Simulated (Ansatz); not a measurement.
# Moving the pressure in BP

The cell as given:

The structure is cubic, space group F-43m (No. 216). The conventional cell has a = 4.538 Å, b = 4.538 Å, c = 4.538 Å, α = 90.00°, β = 90.00°, γ = 90.00°. P (site symmetry -43m) has 4 B at 1.97 Å as nearest neighbours. B (site symmetry -43m) is surrounded by 4 P at 1.97 Å.

Kept alike: task relaxation of cell and atoms; functional PBEsol; k mesh 10 × 10 × 10; occupations fermi-dirac, width 0.05 eV; no spin polarisation. Program: Ansatz, Ansatz PAW, cutoff 420 eV. The mesh is that of the run's cell of 2 atoms. No spin-orbit coupling.

| pressure, P (GPa) | band gap (eV) | volume (Å³/atom) |
| --- | --- | --- |
| 0 | 1.120 | 11.545 |
| 2 | 1.105 | 11.414 |
| 5 | 1.083 | 11.228 |
| 10 | 1.049 | 10.945 |
| 20 | 0.990 | 10.465 |
| 30 | 0.924 | 10.066 |

Gaps hold for each row's own relaxed cell. The relaxations keep at least the cell's symmetry (F-43m). The runs follow the start's structure, whether or not it is the stable one at these pressures. Ansatz's relaxations hold a Pulay term in the stress (up to 0.2 GPa here). P is the pressure aimed at, which the runs meet within some hundredths to tenths of a GPa. A gap read on the mesh alone can miss an edge between its points. All rows use potentials made for PBE.

Problem. What does the pressure change here?

Solution. The band gap falls from 1.120 to 0.924 eV between 0 and 30 GPa. The volume falls from 11.545 to 10.066 Å³/atom between 0 and 30 GPa. The volume falls ever more slowly, since the solid stiffens under load. At the pressures aimed at, which the runs meet within some tenths of a GPa, the step from 0 to 5 GPa gives a mean bulk modulus near 180 GPa, the last step 257 GPa.
